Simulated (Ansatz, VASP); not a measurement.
# C in VASP and in Ansatz

File INCAR:

```
SYSTEM = C
PREC     = Accurate       ! precision mode
ENCUT    = 520            ! plane-wave cutoff, eV
EDIFF    = 1E-6           ! SCF threshold, eV
ISMEAR   = 0              ! smearing method
SIGMA    = 0.15           ! smearing width, eV
LREAL    = .False.        ! projectors in reciprocal space
LASPH    = .True.         ! aspherical terms in the spheres
NELM     = 60             ! most SCF steps
ALGO     = Normal         ! electronic algorithm
ISIF     = 2              ! what is computed and relaxed
LWAVE    = .False.        ! write WAVECAR
LCHARG   = .False.        ! write CHGCAR
GGA      = PE             ! functional
IVDW     = 12             ! dispersion correction
NBANDS   = 16             ! bands
```

File KPOINTS:

```
Automatic mesh
0
Gamma
  22 22 8
  0 0 0
```

File POSCAR:

```
C
1.0
    1.2327689981     -2.1341461166     -0.0266768265
    1.2327689981      2.1341461166      0.0266768265
    0.0000000000      0.0849872961      6.7989836842
C
4
Direct
    0.0833101797      0.9166898203      0.7500000000
    0.5833101797      0.4166898203      0.2500000000
    0.9166898203      0.0833101797      0.2500000000
    0.4166898203      0.5833101797      0.7500000000
```

Input for Ansatz:

```yaml
crystal:
  lattice:
    - [1.2327689981, -2.1341461166, -0.0266768265]
    - [1.2327689981, 2.1341461166, 0.0266768265]
    - [0.0, 0.0849872961, 6.7989836842]
  atoms:
    - { symbol: C, position: [0.0833101797, 0.9166898203, 0.75] }
    - { symbol: C, position: [0.5833101797, 0.4166898203, 0.25] }
    - { symbol: C, position: [0.9166898203, 0.0833101797, 0.25] }
    - { symbol: C, position: [0.4166898203, 0.5833101797, 0.75] }
basis:
  ecutwfc: 420
kpoints:
  mp_grid: { grid: [22, 22, 8] }
hamiltonian:
  xc: pbe
  dispersion: d3bj
scf:
  occupations: { method: gaussian, width: 0.15 }
output:
  forces: true
  stress: true
  eigenvalues: true
```

Change from the starting cell: strain +0.0250 x Voigt [0, 0, 0, 1, 0, 0], atoms carried along.

Alike in both runs: task single point; functional PBE; dispersion D3(BJ); k mesh 22 × 22 × 8; occupations gaussian, width 0.15 eV; no spin polarisation.

|  | VASP | Ansatz |
| --- | --- | --- |
| version | VASP 6.6.1 | Ansatz 0.2.0 |
| potentials or method | VASP PAW PBE potentials, release 64 (C) | scalar-relativistic, plane waves, PAW |
| plane-wave cutoff (eV) | 520 | 420 |
| valence electrons in the cell | 16 | 16 |

|  | VASP | Ansatz | Ansatz less VASP |
| --- | --- | --- | --- |
| gap on the k mesh at the Fermi level (eV) | none | none | - |
| pressure (GPa) | 0.4 | 0.0 | -0.44 |
| largest component of the traceless stress (GPa) | 0.48 | 0.08 | -0.391 |
| rms of the force components (eV/Å) | 0.004 | 0.004 | 0.0000 |

Atom by atom the forces differ by 0.000 eV/Å (rms over components). A gap of «none» marks a metal or a gap that the smearing closes.
